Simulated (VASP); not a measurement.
# BaS (Fm-3m) in VASP: a series of runs

Runs on BaS. Level: PBEsol. Tasks: single point, relaxation of cell and atoms.

All numbers are computed with VASP 6.6.1; they aren't measurements. Logs are shortened: lines on timing, memory, paths and dates and some standing lists are left out, and cuts for length are marked.

**The experiment to reproduce.**

From a printed reference work, monograph, original work of 1988, for a bulk crystal of BaS at 2 K: band gap 3.806 eV (indirect).

The runs below are set against these values where they give the same quantity.

## (1) The cell of the first run

Symmetry: Fm-3m, No. 225, cubic system. The conventional cell has a = 6.333 Å, b = 6.333 Å, c = 6.333 Å, α = 90.00°, β = 90.00°, γ = 90.00°. Ba (site symmetry m-3m) has 6 S at 3.17 Å within 4.2 Å. S (site symmetry m-3m) has 6 Ba at 3.17 Å within 4.2 Å.

## (2) Single point, PBEsol

INCAR

```
PREC = Accurate
ENCUT = 520
EDIFF = 1E-6
ISMEAR = -1
SIGMA = 0.05
LREAL = False
LASPH = True
NELM = 80
ALGO = Normal
ISIF = 2
LWAVE = False
LCHARG = False
GGA = PS
NBANDS = 15
```

KPOINTS

```
regular mesh
0
Gamma
  7 7 7
```

POSCAR

```
BaS
1.0
    0.0000000000      3.1663098769      3.1663098769
    3.1663098769      0.0000000000      3.1663098769
    3.1663098769      3.1663098769      0.0000000000
Ba S
1 1
Direct
    0.0000000000      0.0000000000      0.0000000000
    0.5000000000      0.5000000000      0.5000000000
```

Potentials or basis: VASP PAW PBE potentials, release 64 (Ba_sv, S).

Command:

```bash
$ cat potpaw_PBE.64/Ba_sv/POTCAR potpaw_PBE.64/S/POTCAR > POTCAR
$ mpirun -np 1 vasp_std > vasp.out
```

OUTCAR:

```text
PREC = Accurate
   ENCUT = 520
   EDIFF = 1E-6
   ISMEAR = -1
   LREAL = False
   LASPH = True
   NELM = 80
   ISIF = 2
   GGA = PS

 ion  position               nearest neighbor table
   1  0.000  0.000  0.000-   2 3.17   2 3.17   2 3.17   2 3.17   2 3.17   2 3.17
   2  0.500  0.500  0.500-   1 3.17   1 3.17   1 3.17   1 3.17   1 3.17   1 3.17

  LATTYP: Found a face centered cubic cell.
 ALAT       =     6.3326197538

  Lattice vectors:

 A1 = (   0.0000000000,   3.1663098769,   3.1663098769)
 A2 = (   3.1663098769,   0.0000000000,   3.1663098769)
 A3 = (   3.1663098769,   3.1663098769,   0.0000000000)

Analysis of symmetry for initial positions (statically):
=====================================================================
 Subroutine PRICEL returns:
 Original cell was already a primitive cell.

 Routine SETGRP: Setting up the symmetry group for a
 face centered cubic supercell.

 Subroutine GETGRP returns: Found 48 space group operations
 (whereof 48 operations were pure point group operations)
 out of a pool of 48 trial point group operations.

The static configuration has the point symmetry O_h .

Analysis of symmetry for dynamics (positions and initial velocities):
=====================================================================
 Subroutine PRICEL returns:
 Original cell was already a primitive cell.

 Routine SETGRP: Setting up the symmetry group for a
 face centered cubic supercell.

 Subroutine GETGRP returns: Found 48 space group operations
 (whereof 48 operations were pure point group operations)
 out of a pool of 48 trial point group operations.

The dynamic configuration has the point symmetry O_h .

 Subroutine INISYM returns: Found 48 space group operations
 (whereof 48 operations are pure point group operations),
 and found     1 'primitive' translations

----------------------------------------------------------------------------------------

                                     Primitive cell

  volume of cell :      63.4878

  direct lattice vectors                    reciprocal lattice vectors
     0.000000000  3.166309877  3.166309877    -0.157912529  0.157912529  0.157912529
     3.166309877  0.000000000  3.166309877     0.157912529 -0.157912529  0.157912529
     3.166309877  3.166309877  0.000000000     0.157912529  0.157912529 -0.157912529

  length of vectors
     4.477838371  4.477838371  4.477838371     0.273512523  0.273512523  0.273512523

  position of ions in fractional coordinates (direct lattice)
     0.000000000  0.000000000  0.000000000
     0.500000000  0.500000000  0.500000000

  ion indices of the primitive-cell ions
   primitive index   ion index
                 1           1
                 2           2

----------------------------------------------------------------------------------------

 KPOINTS: regular mesh

Automatic generation of k-mesh.
 Grid dimensions read from file:
 generate k-points for:    7    7    7

 Generating k-lattice:

  Cartesian coordinates                     Fractional coordinates (reciprocal lattice)
    -0.022558933  0.022558933  0.022558933     0.142857143  0.000000000  0.000000000
     0.022558933 -0.022558933  0.022558933     0.000000000  0.142857143  0.000000000
     0.022558933  0.022558933 -0.022558933     0.000000000  0.000000000  0.142857143

  Length of vectors
     0.039073218  0.039073218  0.039073218

  Shift w.r.t. Gamma in fractional coordinates (k-lattice)
     0.000000000  0.000000000  0.000000000

 Subroutine IBZKPT returns following result:
 ===========================================

 Found     20 irreducible k-points:

 Following reciprocal coordinates:
            Coordinates               Weight
  0.000000  0.000000  0.000000      1.000000
  0.142857  0.000000  0.000000      8.000000
  0.285714  0.000000  0.000000      8.000000
  0.428571  0.000000  0.000000      8.000000
  0.142857  0.142857  0.000000      6.000000
  0.285714  0.142857  0.000000     24.000000
[... 12 lines left out ...]
 -0.428571  0.428571  0.142857     24.000000
 -0.285714  0.428571  0.142857     24.000000
   k-points           NKPTS =     20   k-points in BZ     NKDIM =     20   number of bands    NBANDS=     15
   number of dos      NEDOS =    301   number of ions     NIONS =      2
   total plane-waves  NPLWV =  46656
   dimension x,y,z NGX =    36 NGY =   36 NGZ =   36
   dimension x,y,z NGXF=    72 NGYF=   72 NGZF=   72
   ions per type =               1   1
   NGX,Y,Z   is equivalent  to a cutoff of  13.37, 13.37, 13.37 a.u.
   NGXF,Y,Z  is equivalent  to a cutoff of  26.73, 26.73, 26.73 a.u.
 SYSTEM =  unknown system
   PREC   = accura    normal or accurate (medium, high low for compatibility)
   ISTART =      0    job   : 0-new  1-cont  2-samecut
   ICHARG =      2    charge: 1-file 2-atom 10-const
   ISPIN  =      1    spin polarized calculation?
   LNONCOLLINEAR =      F non collinear calculations
   LSORBIT =      F    spin-orbit coupling
   LASPH  =      T    aspherical Exc in radial PAW
   ENCUT  =  520.0 eV  38.22 Ry    6.18 a.u.   8.33  8.33  8.33*2*pi/ulx,y,z
   NELM   =     80;   NELMIN=  2; NELMDL= -5     # of ELM steps
   EDIFF  = 0.1E-05   stopping-criterion for ELM
   LREAL  =      F    real-space projection
   EDIFFG = 0.1E-04   stopping-criterion for IOM
   NSW    =      0    number of steps for IOM
   IBRION =     -1    ionic relax: 0-MD 1-quasi-New 2-CG
   NFREE  =      0    steps in history (QN), initial steepest desc. (CG)
   ISIF   =      2    stress and relaxation
   ISYM   =      2    0-nonsym 1-usesym 2-fastsym
   POTIM  = 0.5000    time-step for ionic-motion
   TEBEG  =    0.0;   TEEND  =   0.0 temperature during run
   PSTRESS=    0.0 pullay stress
   NELECT =      16.0000    total number of electrons
   NUPDOWN=      -1.0000    fix difference up-down
   EMIN   =  10.00;   EMAX   =-10.00  energy-range for DOS
   EFERMI =   0.00;   METHOD = LEGACY
   ISMEAR =    -1;   SIGMA  =   0.05  broadening in eV -4-tet -1-fermi 0-gaus
   EFERMI_NEDOS =   21; number of points for ismear=-14 and -15
   IALGO  =     38    algorithm
   IMIX   =      4    mixing-type and parameters
     AMIX     =   0.40;   BMIX     =  1.00
     AMIX_MAG =   1.60;   BMIX_MAG =  1.00
  volume/ion in A,a.u.               =      31.74       214.22
  Fermi-wavevector in a.u.,A,eV,Ry     =   1.034074  1.954116 14.548819  1.069308
  Thomas-Fermi vector in A             =   2.168351
   LORBIT       =      0    0 simple, 1 ext, 2 COOP (PROOUT), +10 PAW based schemes
   GGA     = PS    functional components
   LHFCALC =     F    Hartree Fock is set to
   AEXX    =    0.0000 exact exchange contribution
   IVDW    =     0    specifies the selected vdW correction
   LEPSILON=     F    determine dielectric tensor
   LRPA    =     F    only Hartree local field effects (RPA)
 non-spin polarized calculation
  energy-cutoff  :      520.00
  volume of cell :       63.49
 maximum number of plane-waves:      1729
 NGX is ok and might be reduce to    36
   NGX = 17   NGY = 17   NGZ = 17

 number of electron      15.9999999 magnetization

 Free energy of the ion-electron system (eV)
  ---------------------------------------------------
  ext. energy  EPLUGINS =         0.00000000
  ---------------------------------------------------
  free energy    TOTEN  =       -10.71730681 eV

  energy without entropy =      -10.71730681  energy(sigma->0) =      -10.71730681

 E-fermi :   2.4731     XC(G=0):  -8.9317

 val. band max:        1.4790997811   @ k =   0.0000   0.0000   0.0000
 cond. band min:       3.4741587632   @ k =   0.4286   0.4286   0.0000
 fundamental gap:      1.9950589821
 Fermi energy:         2.4730510768

 k-point     1 :       0.0000    0.0000    0.0000
  band No.  band energies     occupation
      1     -24.4775      2.00000
      2      -9.5166      2.00000
      3      -9.5166      2.00000
      4      -9.5166      2.00000
      5      -8.9145      2.00000
      6       1.4791      2.00000
      7       1.4791      2.00000
      8       1.4791      2.00000
      9       5.0127      0.00000
     10       5.2625      0.00000
     11       5.2625      0.00000
     12       5.2625      0.00000
     13       6.2444      0.00000
     14       6.2444      0.00000
     15      10.0322      0.00000

 k-point     2 :       0.1429    0.0000    0.0000
  band No.  band energies     occupation
      1     -24.4678      2.00000
      2      -9.9629      2.00000
      3      -9.5248      2.00000
      4      -9.5248      2.00000
      5      -8.4508      2.00000
      6       0.9313      2.00000
      7       1.1924      2.00000
      8       1.1924      2.00000
      9       5.2698      0.00000
     10       5.5783      0.00000
     11       5.5783      0.00000
     12       5.8036      0.00000
     13       6.8616      0.00000
     14       6.8616      0.00000
     15      10.8754      0.00000

 k-point     3 :       0.2857    0.0000    0.0000
  band No.  band energies     occupation
      1     -24.4457      2.00000
      2     -10.4773      2.00000
      3      -9.5429      2.00000
      4      -9.5429      2.00000
      5      -7.8936      2.00000
      6       0.0521      2.00000
      7       0.6874      2.00000
      8       0.6874      2.00000
      9       5.6268      0.00000
     10       6.4468      0.00000
     11       6.4468      0.00000
     12       7.1921      0.00000
     13       8.3323      0.00000
     14       8.3323      0.00000
     15      12.1312      0.00000

 k-point     4 :       0.4286    0.0000    0.0000
  band No.  band energies     occupation
      1     -24.4279      2.00000
      2     -10.7688      2.00000
      3      -9.5571      2.00000
      4      -9.5571      2.00000
      5      -7.5632      2.00000
      6      -0.5005      2.00000
      7       0.3633      2.00000
      8       0.3633      2.00000
      9       6.5036      0.00000
     10       7.5134      0.00000
     11       7.5736      0.00000
     12       7.5736      0.00000
     13       9.9528      0.00000
     14       9.9528      0.00000
     15      11.1457      0.00000
[... 235 lines left out ...]
 k-point    18 :      -0.4286    0.2857    0.1429
  band No.  band energies     occupation
      1     -24.4175      2.00000
      2     -10.5036      2.00000
      3      -9.7705      2.00000
      4      -9.6522      2.00000
      5      -7.9359      2.00000
      6       0.0156      2.00000
      7       0.5641      2.00000
      8       0.8552      2.00000
      9       5.4951      0.00000
     10       6.6972      0.00000
     11       7.9734      0.00000
     12       8.1729      0.00000
     13       9.4097      0.00000
     14      10.5155      0.00000
     15      10.8180      0.00000

 k-point    19 :      -0.4286    0.4286    0.1429
  band No.  band energies     occupation
      1     -24.4123      2.00000
      2     -10.2130      2.00000
      3      -9.8274      2.00000
      4      -9.7873      2.00000
      5      -8.3240      2.00000
      6       0.5788      2.00000
      7       0.8449      2.00000
      8       1.1253      2.00000
      9       4.3445      0.00000
     10       7.3122      0.00000
     11       7.6972      0.00000
     12       8.7169      0.00000
     13       8.9404      0.00000
     14       9.6164      0.00000
     15      10.9803      0.00000

 k-point    20 :      -0.2857    0.4286    0.1429
  band No.  band energies     occupation
      1     -24.4107      2.00000
      2     -10.2587      2.00000
      3      -9.9274      2.00000
      4      -9.7626      2.00000
      5      -8.1446      2.00000
      6       0.2706      2.00000
      7       0.8717      2.00000
      8       0.9576      2.00000
      9       5.3213      0.00000
     10       6.2705      0.00000
     11       7.9749      0.00000
     12       8.6186      0.00000
     13       8.8039      0.00000
     14      10.7774      0.00000
     15      11.7503      0.00000

------------------------ aborting loop because EDIFF is reached ----------------------------------------

  FORCE on cell =-STRESS in cart. coord.  units (eV):
  Direction    XX          YY          ZZ          XY          YZ          ZX
  --------------------------------------------------------------------------------------
  -------------------------------------------------------------------------------------
  Total        0.2634026      0.2634026      0.2634026      0.0000000      0.0000000      0.0000000
  in kB        6.6472247      6.6472247      6.6472247      0.0000000      0.0000000      0.0000000
  external PRESSURE =       6.6472247 kB  Pullay stress =       0.0000000 kB

 VOLUME and BASIS-vectors are now :
 -----------------------------------------------------------------------------
  energy-cutoff  :      520.00
  volume of cell :       63.49
      direct lattice vectors                 reciprocal lattice vectors
     0.000000000  3.166309877  3.166309877    -0.157912529  0.157912529  0.157912529
     3.166309877  0.000000000  3.166309877     0.157912529 -0.157912529  0.157912529
     3.166309877  3.166309877  0.000000000     0.157912529  0.157912529 -0.157912529

 POSITION                                       TOTAL-FORCE (eV/Angst)
 -----------------------------------------------------------------------------------
      0.00000      0.00000      0.00000        -0.000000     -0.000000      0.000000
      3.16631      3.16631      3.16631         0.000000      0.000000     -0.000000
 -----------------------------------------------------------------------------------
    total drift:                                0.000000      0.000000      0.000000

  FREE ENERGIE OF THE ION-ELECTRON SYSTEM (eV)
  ---------------------------------------------------
  free  energy   TOTEN  =       -10.7173068116 eV

  energy  without entropy=      -10.7173068114  energy(sigma->0) =      -10.71730681
```

Run time: 18 s. Hardware: 1 thread of Intel Xeon Platinum 8259CL at 2.50GHz (Skylake/Cascade Lake), shared host; peak memory 0.21 GiB.

What came out:

| Quantity | Value |
| --- | --- |
| Free energy | -10.7173 eV |
| Pressure | 0.7 GPa |
| Band gap on the k mesh | 2.00 eV (least direct gap 2.13 eV) |

Caveat: the PAW data sets were made with another functional, which shifts forces and pressure a little; spin-orbit coupling is left out, which moves the levels of the heavy elements; an odd mesh through Γ misses points on the zone boundary, where band edges can lie.

(Continued in part 2 of 3.)
